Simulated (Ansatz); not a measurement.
# SnGe53: the cost of one run

Method: DFT PBEsol, scalar-relativistic, plane waves, PAW, and further levels as typed in the inputs, in Ansatz 0.2.0.

## Step 1: The system as given

Symmetry: F-43m, No. 216, cubic system. The conventional cell has a = 17.020 Å, b = 17.020 Å, c = 17.020 Å, α = 90.00°, β = 90.00°, γ = 90.00°. Sn (site symmetry -43m) is surrounded by 4 Ge at 2.46 Å. Around Ge (site symmetry m) lie 4 Ge at 2.46 Å. Around Ge (site symmetry 3m) lie 4 Ge at 2.46 Å. Ge (site symmetry 3m) has 1 Sn at 2.46 Å and 3 Ge at 2.46 Å as nearest neighbours. Around Ge (site symmetry 2mm) lie 4 Ge at 2.46 Å. Only part of the 10 independent sites is listed.

As a file:

```xyz
54
Lattice="0.0000 8.5101 8.5101 8.5101 0.0000 8.5101 8.5101 8.5101 0.0000" Properties=species:S:1:pos:R:3 pbc="T T T"
Sn    0.0000    0.0000    0.0000
Ge    2.8367    2.8367    0.0000
Ge    5.6734    5.6734    0.0000
Ge    2.8367    0.0000    2.8367
Ge    5.6734    2.8367    2.8367
Ge    8.5101    5.6734    2.8367
Ge    5.6734    0.0000    5.6734
Ge    8.5101    2.8367    5.6734
Ge   11.3468    5.6734    5.6734
Ge    1.4183    1.4183    1.4183
Ge    4.2550    4.2550    1.4183
Ge    7.0917    7.0917    1.4183
Ge    4.2550    1.4183    4.2550
Ge    7.0917    4.2550    4.2550
Ge    9.9284    7.0917    4.2550
Ge    7.0917    1.4183    7.0917
Ge    9.9284    4.2550    7.0917
Ge   12.7651    7.0917    7.0917
Ge    0.0000    2.8367    2.8367
Ge    2.8367    5.6734    2.8367
Ge    5.6734    8.5101    2.8367
Ge    2.8367    2.8367    5.6734
Ge    5.6734    5.6734    5.6734
Ge    8.5101    8.5101    5.6734
Ge    5.6734    2.8367    8.5101
Ge    8.5101    5.6734    8.5101
Ge   11.3468    8.5101    8.5101
Ge    1.4183    4.2550    4.2550
Ge    4.2550    7.0917    4.2550
Ge    7.0917    9.9284    4.2550
Ge    4.2550    4.2550    7.0917
Ge    7.0917    7.0917    7.0917
Ge    9.9284    9.9284    7.0917
Ge    7.0917    4.2550    9.9284
Ge    9.9284    7.0917    9.9284
Ge   12.7651    9.9284    9.9284
Ge    0.0000    5.6734    5.6734
Ge    2.8367    8.5101    5.6734
Ge    5.6734   11.3468    5.6734
Ge    2.8367    5.6734    8.5101
Ge    5.6734    8.5101    8.5101
Ge    8.5101   11.3468    8.5101
Ge    5.6734    5.6734   11.3468
Ge    8.5101    8.5101   11.3468
Ge   11.3468   11.3468   11.3468
Ge    1.4183    7.0917    7.0917
Ge    4.2550    9.9284    7.0917
Ge    7.0917   12.7651    7.0917
Ge    4.2550    7.0917    9.9284
Ge    7.0917    9.9284    9.9284
Ge    9.9284   12.7651    9.9284
Ge    7.0917    7.0917   12.7651
Ge    9.9284    9.9284   12.7651
Ge   12.7651   12.7651   12.7651
```

## Step 2: Relaxing the atoms: SnGe53 defect cell, no spin

input.yaml

```yaml
crystal:
  lattice:
    - [0.0, 8.5100835, 8.5100835]
    - [8.5100835, 0.0, 8.5100835]
    - [8.5100835, 8.5100835, 0.0]
  atoms:
    - { symbol: Sn, position: [0.0, 0.0, 0.0] }
    - { symbol: Ge, position: [0.0, 0.0, 0.33333333] }
    - { symbol: Ge, position: [0.0, 0.0, 0.66666667] }
    - { symbol: Ge, position: [0.0, 0.33333333, 0.0] }
    - { symbol: Ge, position: [0.0, 0.33333333, 0.33333333] }
    - { symbol: Ge, position: [0.0, 0.33333333, 0.66666667] }
    - { symbol: Ge, position: [0.0, 0.66666667, 0.0] }
    - { symbol: Ge, position: [0.0, 0.66666667, 0.33333333] }
    - { symbol: Ge, position: [0.0, 0.66666667, 0.66666667] }
    - { symbol: Ge, position: [0.08333333, 0.08333333, 0.08333333] }
    - { symbol: Ge, position: [0.08333333, 0.08333333, 0.41666667] }
    - { symbol: Ge, position: [0.08333333, 0.08333333, 0.75] }
    - { symbol: Ge, position: [0.08333333, 0.41666667, 0.08333333] }
    - { symbol: Ge, position: [0.08333333, 0.41666667, 0.41666667] }
    - { symbol: Ge, position: [0.08333333, 0.41666667, 0.75] }
    - { symbol: Ge, position: [0.08333333, 0.75, 0.08333333] }
    - { symbol: Ge, position: [0.08333333, 0.75, 0.41666667] }
    - { symbol: Ge, position: [0.08333333, 0.75, 0.75] }
    - { symbol: Ge, position: [0.33333333, 0.0, 0.0] }
    - { symbol: Ge, position: [0.33333333, 0.0, 0.33333333] }
    - { symbol: Ge, position: [0.33333333, 0.0, 0.66666667] }
    - { symbol: Ge, position: [0.33333333, 0.33333333, 0.0] }
    - { symbol: Ge, position: [0.33333333, 0.33333333, 0.33333333] }
    - { symbol: Ge, position: [0.33333333, 0.33333333, 0.66666667] }
    - { symbol: Ge, position: [0.33333333, 0.66666667, 0.0] }
    - { symbol: Ge, position: [0.33333333, 0.66666667, 0.33333333] }
    - { symbol: Ge, position: [0.33333333, 0.66666667, 0.66666667] }
    - { symbol: Ge, position: [0.41666667, 0.08333333, 0.08333333] }
    - { symbol: Ge, position: [0.41666667, 0.08333333, 0.41666667] }
    - { symbol: Ge, position: [0.41666667, 0.08333333, 0.75] }
    - { symbol: Ge, position: [0.41666667, 0.41666667, 0.08333333] }
    - { symbol: Ge, position: [0.41666667, 0.41666667, 0.41666667] }
    - { symbol: Ge, position: [0.41666667, 0.41666667, 0.75] }
    - { symbol: Ge, position: [0.41666667, 0.75, 0.08333333] }
    - { symbol: Ge, position: [0.41666667, 0.75, 0.41666667] }
    - { symbol: Ge, position: [0.41666667, 0.75, 0.75] }
    - { symbol: Ge, position: [0.66666667, 0.0, 0.0] }
    - { symbol: Ge, position: [0.66666667, 0.0, 0.33333333] }
    - { symbol: Ge, position: [0.66666667, 0.0, 0.66666667] }
    - { symbol: Ge, position: [0.66666667, 0.33333333, 0.0] }
    - { symbol: Ge, position: [0.66666667, 0.33333333, 0.33333333] }
    - { symbol: Ge, position: [0.66666667, 0.33333333, 0.66666667] }
    - { symbol: Ge, position: [0.66666667, 0.66666667, 0.0] }
    - { symbol: Ge, position: [0.66666667, 0.66666667, 0.33333333] }
    - { symbol: Ge, position: [0.66666667, 0.66666667, 0.66666667] }
    - { symbol: Ge, position: [0.75, 0.08333333, 0.08333333] }
    - { symbol: Ge, position: [0.75, 0.08333333, 0.41666667] }
    - { symbol: Ge, position: [0.75, 0.08333333, 0.75] }
    - { symbol: Ge, position: [0.75, 0.41666667, 0.08333333] }
    - { symbol: Ge, position: [0.75, 0.41666667, 0.41666667] }
    - { symbol: Ge, position: [0.75, 0.41666667, 0.75] }
    - { symbol: Ge, position: [0.75, 0.75, 0.08333333] }
    - { symbol: Ge, position: [0.75, 0.75, 0.41666667] }
    - { symbol: Ge, position: [0.75, 0.75, 0.75] }
scf:
  occupations: { method: gaussian, width: 0.03 }
output:
  forces: true
  stress: false
hamiltonian:
  xc: pbesol
kpoints:
  mp_grid: { grid: [2, 2, 2] }
relax:
  f_tol: 0.005
```

The run is started by

```sh
$ ansatz run input.yaml --threads 12 --pin off --max-ram 24576MiB --backend cpu --events-out ev --progress --plain --runs-dir out
```

**Question.** How long does this run take on 12 threads of Intel Xeon 6975P-C (Granite Rapids), shared host, and how much memory does it need?

About 27 s, with a peak of 7.4 GiB.
